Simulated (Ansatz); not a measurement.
**Zone-centre phonons of KBr at 1 GPa: input and output**

Computed with DFT PBE, scalar-relativistic, plane waves, PAW in Ansatz.

Launched with:
```bash
ansatz run input.yaml --threads 1 --pin off --max-ram 1228MiB --backend cpu --events-out ev --progress --plain --runs-dir out
```

Input (bare energies are in eV):
```yaml
crystal:
  lattice:
    - [0.0, 3.2824226908, 3.2824226908]
    - [3.2824226908, 0.0, 3.2824226908]
    - [3.2824226908, 3.2824226908, 0.0]
  atoms:
    - { symbol: K, position: [0.0, 0.0, 0.0] }
    - { symbol: Br, position: [0.5, 0.5, 0.5] }
basis:
  ecutwfc: 420
kpoints:
  mp_grid: { grid: [6, 6, 6] }
hamiltonian:
  xc: pbe
scf:
  occupations: { method: fixed }
output:
  eigenvalues: true
phonons:
  method: dfpt
  dielectric: true
  rigid_motions: translations
  eigenvectors: true
```

Results section of the output:
```
--- Phonons (Γ-DFPT): 2 representative perturbations + reference, on 30 of 216 k-points (Σ response iterations 6) ---
  k mesh reduced under 8 symmetry operations, with k and −k counted as one. Each operation leaves every solved perturbation unchanged. A smaller set is not considered because the run solves the response ...
  ASR residual: 1.833e-4 → 0.000e0 eV/Å²; symmetrization residual: 2.948e-6 eV/Å²
  ASR residual per site (eV/Å²): 2.72e-9 1.83e-4
  Γ frequencies (cm⁻¹): 0.00 0.00 0.00 116.86 116.86 116.86
  ε∞ (high-frequency dielectric tensor):
        2.571557    -0.000000     0.000000
        0.000000     2.571557    -0.000000
        0.000000    -0.000000     2.571557
  ε⁰ (static dielectric tensor: ions relaxed, cell fixed):
        5.020123    -0.000000    -0.000000
        0.000000     5.020123    -0.000000
       -0.000000    -0.000000     5.020123
  ε⁰ − ε∞ (ionic part):
        2.448567     0.000000    -0.000000
        0.000000     2.448567    -0.000000
       -0.000000    -0.000000     2.448567
  softest optical mode at Γ: 116.86 cm⁻¹; the repairs (sum rule, projections) moved no ω² at Γ by more than (0.86 cm⁻¹)²
  Born effective charges Z* (e; rows j = field, columns β = displacement):
    site 0:
         1.12335    0.00000   -0.00000
         0.00000    1.12335    0.00000
         0.00000   -0.00000    1.12335
    site 1:
        -1.12335   -0.00000    0.00000
         0.00000   -1.12335   -0.00000
         0.00000    0.00000   -1.12335
  Z* charge neutrality: 6.599e-5 e pre-enforcement
  k-mesh period / interband length: 27.9 Å / 1.38 Å = 20.18 at k = (0.0000, 0.0000, 0.0000), direct gap 4.479 eV — 14 or more, which is no proof of convergence
  optical modes at Γ without the LO–TO term, one row a degenerate level:
      ω (cm⁻¹) modes IR ((D/Å)²/amu)
        116.86      3             3.3269
  optical modes at Γ + LO–TO along q̂ = [1.0000, 0.0000, 0.0000]:
      ω (cm⁻¹) modes IR ((D/Å)²/amu)
        116.86      2             2.2179
        163.28      1             1.1090
  optical modes at Γ + LO–TO along q̂ = [0.0000, 1.0000, 0.0000]:
      ω (cm⁻¹) modes IR ((D/Å)²/amu)
        116.86      2             2.2179
        163.28      1             1.1090
  optical modes at Γ + LO–TO along q̂ = [0.0000, 0.0000, 1.0000]:
      ω (cm⁻¹) modes IR ((D/Å)²/amu)
        116.86      2             2.2179
        163.28      1             1.1090
```